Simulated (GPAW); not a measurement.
Hf:

```xyz
2
Lattice="3.1967 0.0000 0.0000 -1.5983 2.7684 0.0000 0.0000 0.0000 5.0578" Properties=species:S:1:pos:R:3 pbc="T T T"
Hf    1.5984    0.9228    3.7934
Hf    0.0000    1.8456    1.2645
```

Base run:

```yaml
Program: GPAW 26.7.0
Functional: PW91
Potentials_or_basis: PAW data sets generated in the run's folder for this functional
Cutoff: 600 eV
Basis: pw
k_mesh: 10 × 10 × 5
Occupations: fermi-dirac, width 0.05 eV
Spin: no spin polarisation
```

Its results: band gap on the k mesh none (metal or under the smearing width); pressure 0.3 GPa.

Task: The run is repeated on the same cell with these changes: functional from PW91 to BLYP. What comes out?

Result: Band gap on the k mesh none (metal or under the smearing width); pressure 3.5 GPa.

BLYP binds less tightly than PW91, so the same cell stands under more pressure.
